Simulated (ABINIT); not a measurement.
# Br (Cmce) in ABINIT: reference runs, part 2 of 2

ABINIT 10.8.3 (patched build). Earlier steps stand in the parts before.

## Step 3: Single point, PBEsol (atoms moved at random, drawn with an rms of 0.05 Å)

run.abi reads:

```
# Pseudopotentials
pp_dirpath "./"
pseudos "Br.upf"

# Structure
acell 4.0872593587 4.0872593587 8.7023 Angstrom
rprim
     0.8228618996    -0.5682414049     0.0000000000
     0.8228618996     0.5682414049     0.0000000000
     0.0000000000     0.0000000000     1.0000000000
ntypat 1
znucl 35
natom 4
typat 1 1 1 1
xcart
     6.3980006721     1.2397298101     6.3403228470
     6.3796202150     3.1916424024    14.5818808320
     6.2332629657    -1.1959277557    10.0891003167
     6.3050433536    -3.2149215704     1.6749524381
chkprim 0
chksymtnons 0
tolsym 1.0e-6

# Plane-wave basis
ecut 23.0

# k points
kptopt 1
ngkpt 7 7 3
nshiftk 1
shiftk 0.0 0.0 0.0

# Exchange and correlation
ixc -116133

# Bands and occupations
nband 18
occopt 3
tsmear 0.05 eV

# SCF cycle
nstep 100
tolvrs 1.0e-10

# Output
iomode 3
prtwf 0
prtden 0
prteig 0
prtebands 0
enunit 1
prtvol 2
```

Potentials or basis: PseudoDojo NC SR PBEsol v0.4.1 standard.

On the command line:

```bash
$ mpirun --bind-to none -np 4 abinit run.abi > log 2>&1
```

run.abo:

```text
.Version 10.8.3 of ABINIT
 Symmetries : space group P1 (#  1); Bravais aP (primitive triclinic)
================================================================================
 Values of the parameters that define the memory need of the present run
     intxc =       0    ionmov =       0      iscf =       7    lmnmax =       6
     lnmax =       6     mgfft =      72  mpssoang =       3    mqgrid =    3551
     natom =       4  nloc_mem =       1    nspden =       1   nspinor =       1
    nsppol =       1      nsym =       1    n1xccc =    2501    ntypat =       1
    occopt =       3   xclevel =       2
       mpw =        4853          nfft =       93312          nkpt =          74
================================================================================
================================================================================

--------------------------------------------------------------------------------
------------- Echo of variables that govern the present computation ------------
--------------------------------------------------------------------------------
 -outvars: echo values of preprocessed input variables --------
            acell      7.7238007935E+00  7.7238007935E+00  1.6444963665E+01 Bohr
              amu      7.99040000E+01
          chkprim           0
      chksymtnons           0
             ecut      2.30000000E+01 Hartree
           enunit           1
              ixc     -116133
         kptrlatt        7    0    0      0    7    0      0    0    3
          kptrlen      4.93348910E+01
            natom           4
            nband          18
            ngfft          36      36      72
             nkpt          74
            nstep         100
             nsym           1
           ntypat           1
           occopt           3
           prtden           0
        prtebands           0
           prteig           0
           prtvol           2
            prtwf           0
            rprim      8.2286189960E-01 -5.6824140490E-01  0.0000000000E+00
                       8.2286189960E-01  5.6824140490E-01  0.0000000000E+00
                       0.0000000000E+00  0.0000000000E+00  1.0000000000E+00
          spgroup           1
           tolsym      1.00000000E-06
           tolvrs      1.00000000E-10
           tsmear      1.83746611E-03 Hartree
[... 739 lines left out ...]
  -2.18289   -1.73981   -0.67513   -0.28701   -0.20305    0.07414    2.00142    2.56018
   7.70794    8.05539
 kpt#  73, nband= 18, wtk=  0.01361, kpt= -0.2857 -0.1429  0.3333 (reduced coord)
 -15.81814  -15.11748  -12.75816  -12.48942   -4.61622   -4.07304   -2.68901   -2.28776
  -1.94053   -1.61452   -0.78801   -0.41240   -0.14884    0.04799    1.97984    2.43770
   7.51045    8.02608
 kpt#  74, nband= 18, wtk=  0.01361, kpt= -0.1429 -0.1429  0.3333 (reduced coord)
 -15.87391  -15.16972  -12.78880  -12.47020   -4.59214   -4.03793   -2.07740   -2.06466
  -1.64153   -1.57071   -0.83046   -0.49912   -0.01606    0.11506    1.89289    2.41713
   6.99878    7.33273
 Total charge density [el/Bohr^3]
)     Maximum=    1.9543E-01  at reduced coord.    0.1111    0.7222    0.8889
)Next maximum=    1.9531E-01  at reduced coord.    0.7500    0.0556    0.1111
)     Minimum=    9.4138E-04  at reduced coord.    0.1389    0.8611    0.8889
)Next minimum=    1.1027E-03  at reduced coord.    0.3611    0.6389    0.3889
   Integrated=    2.8000E+01

--- !EnergyTerms
iteration_state     : {dtset: 1, }
comment             : Components of total free energy in Hartree
kinetic             :  1.73322804946123E+01
hartree             :  8.66929592502802E+00
xc                  : -2.04274928548968E+01
Ewald energy        : -4.39830173655336E+01
psp_core            :  1.33665882608251E+00
local_psp           : -3.46993084503780E+01
non_local_psp       :  8.91961621132097E+00
internal            : -6.28519672137646E+01
'-kT*entropy'       : -1.90892741777698E-09
total_energy        : -6.28519672156736E+01
total_energy_eV     : -1.71028915622543E+03
band_energy         : -5.53751285983702E+00
...

 Cartesian components of stress tensor (hartree/bohr^3)
  sigma(1 1)= -1.52041932E-06  sigma(3 2)= -6.52967695E-05
  sigma(2 2)=  3.36846441E-05  sigma(3 1)= -6.22713866E-08
  sigma(3 3)=  6.41455400E-06  sigma(2 1)=  1.71188913E-06

-Cartesian components of stress tensor (GPa)         [Pressure= -3.7834E-01 GPa]
- sigma(1 1)= -4.47322807E-02  sigma(3 2)= -1.92109728E+00
- sigma(2 2)=  9.91036444E-01  sigma(3 1)= -1.83208745E-03
- sigma(3 3)=  1.88722694E-01  sigma(2 1)=  5.03655171E-02

== END DATASET(S) ==============================================================
================================================================================

 -outvars: echo values of variables after computation  --------
            acell      7.7238007935E+00  7.7238007935E+00  1.6444963665E+01 Bohr
           etotal     -6.2851967216E+01
            fcart     -1.1714309003E-03 -3.0607532001E-03  2.2767350827E-03
                      -4.7938612086E-04 -1.1304731389E-02 -2.1521337645E-02
                       1.3517853569E-03  3.2049539100E-03 -2.7718953089E-03
                       2.9903166427E-04  1.1160530679E-02  2.2016497871E-02
            rprim      8.2286189960E-01 -5.6824140490E-01  0.0000000000E+00
                       8.2286189960E-01  5.6824140490E-01  0.0000000000E+00
                       0.0000000000E+00  0.0000000000E+00  1.0000000000E+00
           strten     -1.5204193187E-06  3.3684644063E-05  6.4145540010E-06
                      -6.5296769466E-05 -6.2271386588E-08  1.7118891297E-06
           xangst      3.3856761487E+00  6.5603676274E-01  3.3551543581E+00
                       3.3759496297E+00  1.6889444236E+00  7.7163990232E+00
                       3.2985007088E+00 -6.3285771377E-01  5.3389219625E+00
                       3.3364852542E+00 -1.7012632287E+00  8.8634665899E-01
             xred      3.6210199976E-01  6.4456599954E-01  3.8554799974E-01
                       1.3829099992E-01  8.6548499938E-01  8.8670799940E-01
                       6.2661599956E-01  3.5413199976E-01  6.1350699959E-01
                       8.6226999937E-01  1.2977199993E-01  1.0185199993E-01
 Calculation completed.
```

It took 58 s on 4 MPI ranks of Arm Neoverse V2, shared host; peak memory 0.4 GiB.

Results:

* Free energy: -1710.2892 eV
* Pressure: -0.4 GPa
* Largest force: 1.269 eV/Å
* Band gap on the k mesh: 1.62 eV, indirect (least direct gap 1.67 eV)
* Valence electrons inside the program's atomic spheres: Br 4.12, 4.15 (radii [1.0584] Å)

Forces in eV/Å, atoms in the order of the input:
```
Br  -0.060 -0.157  0.117
Br  -0.025 -0.581 -1.107
Br   0.070  0.165 -0.143
Br   0.015  0.574  1.132
```

Levels at points of the mesh, in eV from the valence-band top:
| k point | band 10 | band 11 | band 12 | band 13 | band 14 | band 15 | band 16 | band 17 | band 18 |
| --- | --- | --- | --- | --- | --- | --- | --- | --- | --- |
| (0.00, 0.00, 0.00) | -1.37 | -0.99 | -0.39 | -0.11 | -0.03 | 1.64 | 2.51 | 5.78 | 6.57 |

Caveat: an odd mesh through Γ misses points on the zone boundary, where band edges often lie.
